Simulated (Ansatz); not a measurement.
# Si (P6_3/mmc) in Ansatz: further runs

Aim: see how the results for Si move with the level of theory and the settings. Levels: PBE, BLYP+D3(BJ), BLYP+D4. Tasks: single point, relaxation of cell and atoms.

All numbers are computed with Ansatz 0.2.0; they aren't measurements. Logs are shortened: lines on timing, memory, paths and dates and some standing lists are left out, and cuts for length are marked.

### Step 1. The crystal as given

The structure is hexagonal, space group P6_3/mmc (No. 194). The conventional cell has a = 3.831 Å, b = 3.831 Å, c = 6.333 Å, α = 90.00°, β = 90.00°, γ = 120.00°. Around Si (site symmetry 3m) lie 4 Si at 2.35 to 2.37 Å.

This isn't the form of Si at room conditions, which is diamond.

### Step 2. Single point, PBE

The input, input.yaml:

```yaml
crystal:
  lattice:
    - [3.8313174605, 0.0, 0.0]
    - [-1.9156587303, 3.3180182508, 0.0]
    - [0.0, 0.0, 6.3326220002]
  atoms:
    - { symbol: Si, position: [0.6666666667, 0.3333333333, 0.9369905] }
    - { symbol: Si, position: [0.3333333333, 0.6666666667, 0.4369905] }
    - { symbol: Si, position: [0.6666666667, 0.3333333333, 0.5630095] }
    - { symbol: Si, position: [0.3333333333, 0.6666666667, 0.0630095] }
hamiltonian:
  xc: pbe
  pseudopotentials: { kind: paw }
kpoints:
  mp_grid: { grid: [8, 8, 4] }
scf:
  occupations: { method: gaussian, width: 0.027 }
output:
  forces: true
  stress: true
  eigenvalues: true
```

Potentials or basis: Ansatz PAW.

Run with:

```console
ansatz run input.yaml --threads 2 --pin off --max-ram 5632MiB --backend cpu --events-out ev --progress --plain --runs-dir out
```

The program printed:

```text
Warning: RAYON_NUM_THREADS=2 ignored (pool sized by the plan → 2); use --threads N
Engine: ansatz 0.2.0, x86_64-unknown-linux-gnu
Pseudopotentials: kind: paw
Pseudopotential: Si, paw, valence charge 4, recommended cutoff 420 eV (normal), Si.paw.azcp
Functional definition: PBE
  parameter kappa = 0.804
  parameter beta = 0.06672455060314922
  exchange = pbe_x(kappa = kappa, mu = beta*pi^2/3)
  correlation = pbe_c(beta = beta)
Crystal: 4 atoms, lattice volume = 80.503 Å³
Basis set: ecut = 420 eV, 1581 PW (Γ), exchange–correlation on 54×54×90 points (8 copies of the dense FFT grid, shifted against one another)
Bands: 12, of which v1, the nominal top of the filled ones, is band 8 counted from 1 (7 counted from 0)
Symmetry: 24 space group operations
Space group: P63/mmc (ITA 194), of the structure as read, at distance tolerance 4.3e-5 Å
k-points: 30 of 256
Non-local potential: Si, projectors of the file, l = 0: 2, l = 1: 2, l = 2: 2
PAW form: soft (Blöchl's): semilocal exchange-correlation on the pseudo side does not see the compensation charge
PAW one-centre angular grid: Si, 110 points (default); XC on 64 Gauss nodes
Initial density: superposition of atomic densities (neutral atoms: chi_scale 0, normalization atom), corrected by the library's trained network
Initial wavefunctions: pseudopotential atomic-orbital guess
Functional: x = pbe(κ = 0.804, μ = 0.2195149727645171), c = pbe(β = 0.06672455060314922)
SCF iter   1: F=—  HF=-2543.186373 eV  |F-HF|=—  |Δ(HF+E_count)|=         —  Δρ=1.14e-3  dr2=9.27e-4  ethr=1.77e-3  ⟨swp⟩=6.4  Hψ=2641  notcnv=0
preconditioner: auto → none  [insulator: Δε(μ)=0.418 eV  Ē_g=7.867 eV  σ=0.027 eV  W_gap=1.00  n_scr=10 (ndim 8)  ℏωp=16.6 eV  f_vac=0.000  D(μ)=0.00/eV (n_scr^D=0)  ε∞_Penn≈5.4]
SCF iter   2: F=—  HF=-2543.187235 eV  |F-HF|=—  |Δ(HF+E_count)|=   8.61e-4  Δρ=4.92e-4  dr2=1.25e-4  ethr=5.79e-6  ⟨swp⟩=2.1  Hψ=888  notcnv=0
SCF iter   3: F=—  HF=-2543.187471 eV  |F-HF|=—  |Δ(HF+E_count)|=   2.37e-4  Δρ=1.11e-4  dr2=6.01e-6  ethr=7.79e-7  ⟨swp⟩=2.1  Hψ=587  notcnv=0
SCF iter   4: F=—  HF=-2543.187492 eV  |F-HF|=—  |Δ(HF+E_count)|=   2.08e-5  Δρ=7.89e-6  dr2=6.70e-8  ethr=3.75e-8  ⟨swp⟩=2.1  Hψ=593  notcnv=0
iter 5 did not close the SCF: its close was put off for the readings that it lacked (scf_convergence_deferred on its scf_iter line)
SCF iter   5: F=-2543.187492 eV  HF=-2543.187492 eV  |F-HF|=9.60e-9  |Δ(HF+E_count)|=   1.87e-7  Δρ=2.10e-6  dr2=3.62e-9  ethr=4.19e-10  ⟨swp⟩=2.1  Hψ=599  notcnv=0
SCF iter   6: F=-2543.187492 eV  HF=-2543.187492 eV  |F-HF|=7.00e-11  |Δ(HF+E_count)|=   1.15e-8  Δρ=1.93e-7  dr2=2.26e-11  ethr=2.26e-11  ⟨swp⟩=2.0  Hψ=1190  notcnv=0
SCF 1 converged in 6 iterations: F = -2543.187492 eV  dr2 = 2.26e-11
SCF converged after 6 iterations
Free energy (F): -2543.187492 eV
Harris-Foulkes:  -2543.187492 eV  (|F-HF|=7.00e-11)
Internal energy: -2543.187492 eV  (E = F + TS)
E sigma→0 (E₀):  -2543.187492 eV
Fermi energy:    6.637511 eV
--- Per-component energies (eV) ---
  E_band       = 18.027277
  E_kinetic    = 161.369687
  E_local      = -111.391650  (includes V_loc(G=0)·N_el)
  E_nonlocal   = 103.849767
  E_hartree    = 30.539129
  E_xc         = -220.709430
  E_vxc        = -186.925023  (∫ρ·V_xc dr)
  E_paw        = -2051.188266  (= ΣΔE_a)
  E_vpaw       = -9.953765  (= ΣTr[D̂ρ^β])
  E_aug_tail   = 0.000024  (compensation charges beyond the density's cutoff)
  E_ewald      = -455.656753
  E_smearing   = -0.000000  (= −TS)
  E_closure    = 0.000000  (closes the sum)
  Σ components = -2543.187492   (vs F -2543.187492, Δ=0.00e0)
--- Forces (eV/Å), atoms counted from 1 ---
  atom   1  Si    -0.00000000    -0.00000000     0.00754884
  atom   2  Si     0.00000000     0.00000000     0.00754884
  atom   3  Si    -0.00000000    -0.00000000    -0.00754884
  atom   4  Si     0.00000000     0.00000000    -0.00754884
  max |Σ_I F_I| component: 5.55e-17 eV/Å
--- Stress (GPa, compression-positive) ---
        1.443322       0.000000       0.000000
        0.000000       1.443322       0.000000
        0.000000       0.000000       1.433171
  P = ⅓ Tr σ = 1.4399 GPa (14.399 kbar)
--- Band table (eV; the first three rows and the last of 30) ---
  k-point 0: bands = ["-5.7649", "-3.4815", "-0.7853", "4.9114", "4.9114", "6.0782", "6.4294", "6.4294", "7.4584", "8.4301", "8.4301", "8.7698"]
  k-point 1: bands = ["-5.5635", "-4.1002", "0.2119", "4.4900", "5.0668", "5.0668", "6.0898", "6.0898", "7.6611", "8.7428", "8.7428", "8.9721"]
  k-point 2: bands = ["-4.9769", "-4.9769", "2.1968", "2.1968", "5.5031", "5.5031", "5.5031", "5.5031", "8.2354", "8.2354", "9.4076", "9.4076"]
  k-point 29: bands = ["-2.4628", "-2.4628", "-0.8970", "-0.8970", "2.1537", "2.1537", "4.3871", "4.3871", "7.9741", "7.9741", "10.2019", "10.2019"]
```

Wall time 2 s (2 threads of Intel Xeon at 2.50GHz (Skylake/Cascade Lake), shared host); peak memory 0.35 GiB.

What came out:

| Quantity | Value |
| --- | --- |
| Free energy | -2543.1875 eV |
| Pressure | 1.4 GPa |
| Largest force | 0.008 eV/Å |
| Band gap on the k mesh | 0.42 eV, indirect (least direct gap 1.03 eV) |

Forces on the atoms (eV/Å):
```
Si   0.000  0.000  0.008
Si   0.000  0.000  0.008
Si   0.000  0.000 -0.008
Si   0.000  0.000 -0.008
```

A k mesh can miss the band edges. PBE gaps usually lie below the measured ones, often by a third to a half.

### Step 3. Relaxation of cell and atoms, BLYP+D3(BJ)

Changes to input.yaml since step 2:

```diff
@@ -11,4 +11,5 @@
 hamiltonian:
-  xc: pbe
+  xc: blyp
   pseudopotentials: { kind: paw }
+  dispersion: d3bj
 kpoints:
@@ -16,3 +17,3 @@
 scf:
-  occupations: { method: gaussian, width: 0.027 }
+  occupations: { method: fermi_dirac, width: 0.05 }
 output:
@@ -21 +22,9 @@
   eigenvalues: true
+  write_density: true
+  write_potential: true
+  elf: true
+  volumetric_format: npy
+relax:
+  f_tol: 0.01
+  max_steps: 40
+  cell: { stress_tol: 0.05 }
```

Potentials or basis: Ansatz PAW.

Run with:

```console
ansatz run input.yaml --threads 2 --pin off --max-ram 5632MiB --backend cpu --events-out ev --progress --plain --runs-dir out
```

It took 9.8 s on 2 threads of Intel Xeon at 2.50GHz (Skylake/Cascade Lake), shared host; peak memory 0.38 GiB.

The run converged. Its results:

- Free energy: -2560.5309 eV
- Relaxed volume: 19.84 Å³/atom
- Relaxed cell: a = 3.811 Å, b = 3.811 Å, c = 6.311 Å, α = 90.00°, β = 90.00°, γ = 120.00°
- Space group after relaxing (to 0.05 Å): P6_3/mmc (No. 194)
- Energy gained by relaxing: 1.1 meV/atom
- Ionic steps: 5
- Pressure after relaxing: 0.0 GPa
- Largest force after relaxing: 0.007 eV/Å
- Band gap on the k mesh: 0.63 eV, indirect (least direct gap 1.21 eV)

Forces in eV/Å, atoms in the order of the input:
```
Si   0.000  0.000 -0.007
Si   0.000  0.000 -0.007
Si   0.000  0.000  0.007
Si   0.000  0.000  0.007
```

The path:
```csv
step,energy change (eV),largest force (eV/Å),volume (Å³)
1,0.0000,0.0057,80.50
2,-0.0041,0.0157,79.70
3,-0.0046,0.0036,79.32
4,-0.0046,0.0070,79.36
5,-0.0044,0.0070,79.36
```

Final structure:
```xyz
4
Lattice="3.8107 0.0000 0.0000 -1.9053 3.3001 0.0000 0.0000 0.0000 6.3106" Properties=species:S:1:pos:R:3 pbc="T T T"
Si    1.9053    1.1000    5.9121
Si    0.0000    2.2001    2.7568
Si    1.9053    1.1000    3.5539
Si    0.0000    2.2001    0.3986
```

Levels at points of the mesh, in eV from the valence-band top:
```
             k point  band 4  band 5  band 6  band 7  band 8  band 9  band 10  band 11  band 12
  (0.00, 0.00, 0.00)   -1.48   -1.48   -0.36    0.00    0.00    1.21     2.15     2.15     2.45
 (0.00, 0.00, -0.50)   -4.21   -0.90   -0.90   -0.90   -0.90    1.98     1.98     3.13     3.13
 (0.00, -0.50, 0.00)   -5.96   -4.58   -3.00   -2.90   -1.42    0.63     2.50     3.14     3.28
(0.00, -0.50, -0.50)   -7.22   -2.42   -2.42   -2.37   -2.37    1.08     1.08     1.87     1.87
```

Caveat: the plane-wave basis is chosen anew once the cell has moved, so the energies of steps on either side of that aren't comparable; the PAW data sets come from PBE, with cores solved anew for the run's functional, which leaves a small shift of forces and pressure.

[end of part 1 of 2]
